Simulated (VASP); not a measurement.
A run of VASP 6.6.1:

The input INCAR:

```
SYSTEM = TiSe2
ALGO = Fast
EDIFF = 1E-6
ENCUT = 520
GGA = PE
ISIF = 2
ISMEAR = -1
LASPH = .True.
LCHARG = .False.
LREAL = .False.
LWAVE = .False.
NBANDS = 19
NELM = 80
PREC = Accurate
SIGMA = 0.01
```

File KPOINTS:

```
k-points
0
Gamma
  16 16 8
  0 0 0
```

File POSCAR:

```
TiSe2
1.0
    3.4434289692      0.0000000000      0.0000000000
   -1.7217144846      2.9820969634      0.0000000000
    0.0000000000      0.0000000000      5.7544562766
Ti Se
1 2
Direct
    0.0000000000      0.0000000000      0.0000000000
    0.3333333333      0.6666666667      0.2707408518
    0.6666666667      0.3333333333     -0.2707408518
```

Potentials or basis: VASP PAW PBE potentials, release 64 (Ti_sv, Se).

Command:

```sh
$ cat potpaw_PBE.64/Ti_sv/POTCAR potpaw_PBE.64/Se/POTCAR > POTCAR
$ mpirun -np 1 vasp_std > vasp.out
```

Hardware: 1 thread of Intel(R) Xeon(R) Platinum 8488C (Sapphire Rapids), with other jobs on the host.

Task: How long does it take, and how much memory?

Result: Wall time 10 min on 1 thread of Intel(R) Xeon(R) Platinum 8488C (Sapphire Rapids), with other jobs on the host, peak memory 0.36 GiB. Counts: scf iterations 27, k points 213.
